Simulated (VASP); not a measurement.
# Na2S (Fm-3m) in VASP: notebook

The runs below take Na2S through single point, relaxation of cell and atoms, with PBEsol.

Everything below comes from runs of VASP 6.6.1. Logs are shortened: lines on timing, memory, paths and dates and some standing lists are left out, and cuts for length are marked.

### Step 1. Starting point

Symmetry: Fm-3m, No. 225, cubic system. The conventional cell has a = 6.501 Å, b = 6.501 Å, c = 6.501 Å, α = 90.00°, β = 90.00°, γ = 90.00°. Na (site symmetry -43m) has 4 S at 2.82 Å as nearest neighbours. S (site symmetry m-3m) is surrounded by 8 Na at 2.82 Å.

### Step 2. Single point, PBEsol

The input, INCAR:

```
SYSTEM = Na2S
PREC = Accurate
ENCUT = 520
EDIFF = 1E-6
ISMEAR = 0
SIGMA = 0.02
LREAL = .False.
LASPH = .True.
NELM = 60
ALGO = Normal
ISIF = 2
LWAVE = .False.
LCHARG = .False.
GGA = PS
NBANDS = 17
```

The input, KPOINTS:

```
Automatic mesh
0
Gamma
  8 8 8
  0 0 0
```

The input, POSCAR:

```
Na2S
1.0
    0.0000000000      3.2506169154      3.2506169154
    3.2506169154      0.0000000000      3.2506169154
    3.2506169154      3.2506169154      0.0000000000
Na S
2 1
Direct
    0.2500000000      0.2500000000      0.2500000000
    0.7500000000      0.7500000000      0.7500000000
    0.0000000000      0.0000000000      0.0000000000
```

Potentials or basis: VASP PAW PBE potentials, release 64 (Na_pv, S).

On the command line:

```
cat potpaw_PBE.64/Na_pv/POTCAR potpaw_PBE.64/S/POTCAR > POTCAR
mpirun -np 1 vasp_std > vasp.out
```

OUTCAR:

```text
SYSTEM = Na2S
   PREC = Accurate
   ENCUT = 520
   EDIFF = 1E-6
   ISMEAR = 0
   LREAL = .False.
   LASPH = .True.
   NELM = 60
   ISIF = 2
   GGA = PS

 ion  position               nearest neighbor table
   1  0.250  0.250  0.250-
   2  0.750  0.750  0.750-
   3  0.000  0.000  0.000-

  LATTYP: Found a face centered cubic cell.
 ALAT       =     6.5012338308

  Lattice vectors:

 A1 = (   0.0000000000,   3.2506169154,   3.2506169154)
 A2 = (   3.2506169154,   0.0000000000,   3.2506169154)
 A3 = (   3.2506169154,   3.2506169154,   0.0000000000)

Analysis of symmetry for initial positions (statically):
=====================================================================
 Subroutine PRICEL returns:
 Original cell was already a primitive cell.

 Routine SETGRP: Setting up the symmetry group for a
 face centered cubic supercell.

 Subroutine GETGRP returns: Found 48 space group operations
 (whereof 48 operations were pure point group operations)
 out of a pool of 48 trial point group operations.

The static configuration has the point symmetry O_h .

Analysis of symmetry for dynamics (positions and initial velocities):
=====================================================================
 Subroutine PRICEL returns:
 Original cell was already a primitive cell.

 Routine SETGRP: Setting up the symmetry group for a
 face centered cubic supercell.

 Subroutine GETGRP returns: Found 48 space group operations
 (whereof 48 operations were pure point group operations)
 out of a pool of 48 trial point group operations.

The dynamic configuration has the point symmetry O_h .

 Subroutine INISYM returns: Found 48 space group operations
 (whereof 48 operations are pure point group operations),
 and found     1 'primitive' translations

----------------------------------------------------------------------------------------

                                     Primitive cell

  volume of cell :      68.6954

  direct lattice vectors                    reciprocal lattice vectors
     0.000000000  3.250616915  3.250616915    -0.153816956  0.153816956  0.153816956
     3.250616915  0.000000000  3.250616915     0.153816956 -0.153816956  0.153816956
     3.250616915  3.250616915  0.000000000     0.153816956  0.153816956 -0.153816956

  length of vectors
     4.597066528  4.597066528  4.597066528     0.266418783  0.266418783  0.266418783

  position of ions in fractional coordinates (direct lattice)
     0.250000000  0.250000000  0.250000000
     0.750000000  0.750000000  0.750000000
[... 81 lines left out ...]
   EDIFFG = 0.1E-04   stopping-criterion for IOM
   NSW    =      0    number of steps for IOM
   IBRION =     -1    ionic relax: 0-MD 1-quasi-New 2-CG
   NFREE  =      0    steps in history (QN), initial steepest desc. (CG)
   ISIF   =      2    stress and relaxation
   ISYM   =      2    0-nonsym 1-usesym 2-fastsym
   POTIM  = 0.5000    time-step for ionic-motion
   TEBEG  =    0.0;   TEEND  =   0.0 temperature during run
   PSTRESS=    0.0 pullay stress
   NELECT =      20.0000    total number of electrons
   NUPDOWN=      -1.0000    fix difference up-down
   EMIN   =  10.00;   EMAX   =-10.00  energy-range for DOS
   EFERMI =   0.00;   METHOD = LEGACY
   ISMEAR =     0;   SIGMA  =   0.02  broadening in eV -4-tet -1-fermi 0-gaus
   EFERMI_NEDOS =   21; number of points for ismear=-14 and -15
   IALGO  =     38    algorithm
   IMIX   =      4    mixing-type and parameters
     AMIX     =   0.40;   BMIX     =  1.00
     AMIX_MAG =   1.60;   BMIX_MAG =  1.00
  volume/ion in A,a.u.               =      22.90       154.53
  Fermi-wavevector in a.u.,A,eV,Ry     =   1.085032  2.050412 16.018051  1.177294
  Thomas-Fermi vector in A             =   2.221136
   LORBIT       =      0    0 simple, 1 ext, 2 COOP (PROOUT), +10 PAW based schemes
   GGA     = PS    functional components
   LHFCALC =     F    Hartree Fock is set to
   AEXX    =    0.0000 exact exchange contribution
   IVDW    =     0    specifies the selected vdW correction
   LEPSILON=     F    determine dielectric tensor
   LRPA    =     F    only Hartree local field effects (RPA)
 non-spin polarized calculation
 Gauss-broadening in eV      SIGMA  =   0.02
  energy-cutoff  :      520.00
  volume of cell :       68.70
 maximum number of plane-waves:      1868
 NGX is ok and might be reduce to    36
   NGX = 17   NGY = 17   NGZ = 17

 number of electron      19.9999984 magnetization

 Free energy of the ion-electron system (eV)
  ---------------------------------------------------
  ext. energy  EPLUGINS =         0.00000000
  ---------------------------------------------------
  free energy    TOTEN  =       -10.37501698 eV

  energy without entropy =      -10.37501698  energy(sigma->0) =      -10.37501698

 E-fermi :   0.3311     XC(G=0):  -8.0234

 val. band max:        0.1900623647   @ k =   0.0000   0.0000   0.0000
 cond. band min:       2.6139757160   @ k =   0.0000   0.0000   0.0000
 fundamental gap:      2.4239133512
 Fermi energy:         0.3311246789

 k-point     1 :       0.0000    0.0000    0.0000
  band No.  band energies     occupation
      1     -21.8385      2.00000
      2     -21.8385      2.00000
      3     -21.8385      2.00000
      4     -21.7802      2.00000
      5     -21.7802      2.00000
      6     -21.7802      2.00000
[... 457 lines left out ...]
      4     -21.8119      2.00000
      5     -21.7816      2.00000
      6     -21.7806      2.00000
[... 9 lines left out ...]
     16      10.8448      0.00000
     17      12.1745      0.00000

 [... further k-points ...]

------------------------ aborting loop because EDIFF is reached ----------------------------------------

  FORCE on cell =-STRESS in cart. coord.  units (eV):
  Direction    XX          YY          ZZ          XY          YZ          ZX
  --------------------------------------------------------------------------------------
  -------------------------------------------------------------------------------------
  Total        0.0313026      0.0313026      0.0313026      0.0000000     -0.0000000      0.0000000
  in kB        0.7300690      0.7300690      0.7300690      0.0000000     -0.0000000      0.0000000
  external PRESSURE =       0.7300690 kB  Pullay stress =       0.0000000 kB

 VOLUME and BASIS-vectors are now :
 -----------------------------------------------------------------------------
  energy-cutoff  :      520.00
  volume of cell :       68.70
      direct lattice vectors                 reciprocal lattice vectors
     0.000000000  3.250616915  3.250616915    -0.153816956  0.153816956  0.153816956
     3.250616915  0.000000000  3.250616915     0.153816956 -0.153816956  0.153816956
     3.250616915  3.250616915  0.000000000     0.153816956  0.153816956 -0.153816956

 POSITION                                       TOTAL-FORCE (eV/Angst)
 -----------------------------------------------------------------------------------
      1.62531      1.62531      1.62531        -0.000000     -0.000000     -0.000000
      4.87593      4.87593      4.87593         0.000000      0.000000      0.000000
      0.00000      0.00000      0.00000         0.000000      0.000000     -0.000000
 -----------------------------------------------------------------------------------
    total drift:                                0.000000      0.000000      0.000000

  FREE ENERGIE OF THE ION-ELECTRON SYSTEM (eV)
  ---------------------------------------------------
  free  energy   TOTEN  =       -10.3750169835 eV

  energy  without entropy=      -10.3750169835  energy(sigma->0) =      -10.37501698
```

stdout:

```text
POSCAR found type information on POSCAR NaS
 POSCAR found :  2 types and       3 ions
 scaLAPACK will be used
 -----------------------------------------------------------------------------
|                                                                             |
|                                                                             |
|     You enforced a specific xc type in the INCAR file but a different       |
|     I HOPE YOU KNOW WHAT YOU ARE DOING!                                     |
|                                                                             |
 -----------------------------------------------------------------------------

 LDA part: xc-table for (Slater+PW92), standard interpolation
 POSCAR, INCAR and KPOINTS ok, starting setup
 FFT: planning ... GRIDC
 FFT: planning ... GRID_SOFT
 FFT: planning ... GRID
 WAVECAR not read
 entering main loop
```

It took 53 s on 1 thread of Intel Xeon Platinum 8488C (Sapphire Rapids), shared host; peak memory 0.2 GiB.

What came out:

| Item | Value |
| --- | --- |
| Free energy | -10.3750 eV |
| Pressure | 0.1 GPa |
| Band gap on the k mesh | 2.42 eV, direct |

Caveat: the PAW data sets were made with another functional, which shifts forces and pressure a little. A k mesh can miss the band edges.

### Step 3. Relaxation of cell and atoms, PBEsol

This run uses another cell than the first one, of 23.39 Å³/atom, 1.021 times its volume.

The input, INCAR:

```
PREC = Accurate ; ENCUT = 600
EDIFF = 1E-6 ; ISMEAR = 0
SIGMA = 0.02 ; LREAL = False
LASPH = True ; NELM = 100
ALGO = Normal ; ISIF = 3
LWAVE = False ; LCHARG = False
GGA = PS ; IBRION = 2
NSW = 100 ; EDIFFG = -0.005
```

The input, KPOINTS:

```
regular mesh
0
Gamma
  8 8 8
```

The input, POSCAR:

```
Na2S
1.0
    0.0000000000      3.2735000000      3.2735000000
    3.2735000000      0.0000000000      3.2735000000
    3.2735000000      3.2735000000      0.0000000000
Na S
2 1
Direct
    0.2500000000      0.2500000000      0.2500000000
    0.7500000000      0.7500000000      0.7500000000
    0.0000000000      0.0000000000      0.0000000000
```

Potentials or basis: VASP PAW PBE potentials, release 64 (Na_pv, S).

On the command line:

```
cat potpaw_PBE.64/Na_pv/POTCAR potpaw_PBE.64/S/POTCAR > POTCAR
mpirun -np 1 vasp_std > vasp.out
```

Run time: 2.4 min. Hardware: 1 thread of Intel Xeon Platinum 8488C (Sapphire Rapids), shared host; peak memory 0.24 GiB.

It converged, with:

| Property | Result |
| --- | --- |
| Free energy | -10.3756 eV |
| Relaxed volume | 22.96 Å³/atom |
| Relaxed cell | a = 4.601 Å, b = 4.601 Å, c = 4.601 Å, α = 60.00°, β = 60.00°, γ = 60.00° |
| Space group after relaxing (to 0.05 Å) | Fm-3m (No. 225) |
| Energy gained by relaxing | 0.7 meV/atom |
| Ionic steps | 5 |
| Pressure after relaxing | 0.0 GPa |
| Band gap on the k mesh | 2.41 eV, direct |

The path:
| step | energy change (eV) | largest force (eV/Å) | pressure (GPa) | volume (Å³) |
| --- | --- | --- | --- | --- |
| 1 | 0.0000 | 0.0000 | -0.53 | 70.16 |
| 2 | -0.0018 | 0.0000 | -0.18 | 69.37 |
| 3 | -0.0021 | 0.0000 | -0.09 | 69.09 |
| 4 | -0.0021 | 0.0000 | 0.16 | 68.54 |
| 5 | -0.0022 | 0.0000 | -0.03 | 68.89 |

Final structure:
```xyz
3
Lattice="0.0000 3.2537 3.2537 3.2537 0.0000 3.2537 3.2537 3.2537 0.0000" Properties=species:S:1:pos:R:3 pbc="T T T"
Na    1.6268    1.6268    1.6268
Na    4.8805    4.8805    4.8805
S     0.0000    0.0000    0.0000
```

Levels at points of the mesh, in eV from the valence-band top:
```csv
k point,band 7,band 8,band 9,band 10,band 11,band 12,band 13,band 14
"(0.00, 0.00, 0.00)",-10.15,0.00,0.00,0.00,2.41,7.71,7.71,7.71
"(0.50, 0.00, 0.00)",-9.89,-1.70,-0.14,-0.14,4.77,6.37,7.09,7.09
"(0.50, 0.50, 0.00)",-9.81,-1.52,-0.47,-0.47,3.70,5.99,8.52,9.76
```

Caveat: the PAW data sets were made with another functional, which shifts forces and pressure a little.
